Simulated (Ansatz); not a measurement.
Take ZnTe in the zinc blende structure (space group F-43m, No. 216; a = 6.179 Å) as the base. Axes: x, y, z lie along the cube axes.

(Cell as relaxed with PBE.)

Levels (all Ansatz, a quantum-chemistry and plane-wave program, PAW): PBE (420 eV, no spin-orbit coupling); r2SCAN (500 eV, spin-orbit coupling left out).

Each level relaxes its own structure.

```json
[
 {"base": "volume per atom", "PBE": "29.49 Å³", "r2SCAN": "28.56 Å³"},
 {"base": "lattice parameter a", "PBE": "6.179 Å", "r2SCAN": "6.113 Å"},
 {"base": "band gap", "PBE": "1.08 eV", "r2SCAN": "1.79 eV"}
]
```

Perturbation: compressive biaxial strain of 0.67 % in the plane normal to [111], as in epitaxy on a mismatched substrate; the out-of-plane cell vector and the atoms relax.

| quantity | PBE | r2SCAN |
|---|---|---|
| shortest interatomic distance | 2.665 Å | [?] |
| out-of-plane strain | +0.39 % | [?] |

**Question.** Given the PBE results, estimate those of r2SCAN.

**Answer.** 
- shortest interatomic distance, r2SCAN: 2.637 Å
- out-of-plane strain, r2SCAN: +0.39 %

PBE's shortest interatomic distance lies 0.028 Å above r2SCAN's (1.1 %); the two agree on the out-of-plane strain. Neither level is exact; r2SCAN is the comparison here, not a measurement.

With Te present, leaving out spin-orbit coupling can change the band edges. No phonon test of stability was made.
